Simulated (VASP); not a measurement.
An input for Quantum ESPRESSO's pw.x (written as the equivalent of a VASP run, and not itself run):

```
&CONTROL
  calculation = 'scf'
  pseudo_dir = './pseudo'
  outdir = './out'
  tprnfor = .true.
  tstress = .true.
/
&SYSTEM
  ibrav = 0
  nat = 3
  ntyp = 2
  ecutwfc = 84
  occupations = 'smearing'
  smearing = 'gaussian'
  degauss = 0.000735
  input_dft = 'pbe'
/
&ELECTRONS
  conv_thr = 7.3e-08
  electron_maxstep = 100
/
ATOMIC_SPECIES
  Sr 87.620 Sr.upf
  F 18.998 F.upf
CELL_PARAMETERS angstrom
     0.0000000    2.8473880    2.8473880
     2.8473880    0.0000000    2.8473880
     2.8473880    2.8473880    0.0000000
ATOMIC_POSITIONS crystal
  Sr   0.0011490 -0.0080660 -0.0051040
  F    0.7496290  0.7516340  0.7587790
  F    0.2492220  0.2564320  0.2463250
K_POINTS automatic
  8 8 8 0 0 0
```

Problem. Translate this input to VASP (INCAR, KPOINTS, POSCAR, choice of POTCAR).

Solution. This is not unique; one that fits is 
### KPOINTS
```
Automatic mesh
0
Gamma
8 8 8
```

File POSCAR:
```
SrF2
1.0
  0.0000000000   2.8473880000   2.8473880000
  2.8473880000   0.0000000000   2.8473880000
  2.8473880000   2.8473880000   0.0000000000
Sr F
1 2
Direct
  0.0011490000  -0.0080660000  -0.0051040000
  0.7496290000   0.7516340000   0.7587790000
  0.2492220000   0.2564320000   0.2463250000
```

INCAR:
```
ALGO = Normal
EDIFF = 1E-6
ENCUT = 400
GGA = PE
ISIF = 2
ISMEAR = 0
LASPH = T
LCHARG = F
LMAXMIX = 4
LREAL = F
LWAVE = F
NELM = 100
PREC = Accurate
SIGMA = 0.01
SYSTEM = SrF2
```

POTCAR, in this order: Sr_sv F (PBE.64 set). Program: vasp_std.

The two are equivalent in intent, not identical: the potentials are each code's own (VASP's PAW set, PseudoDojo norm-conserving files in pw.x), so ENCUT and ecutwfc are chosen apart and not converted; conv_thr bounds pw.x's estimated SCF error, while EDIFF bounds the energy change between steps.

The structure comes from a computed database's SrF2 entry; how it stands against other phases isn't given here. The cell was not relaxed at this level, atoms are displaced from their ideal sites.
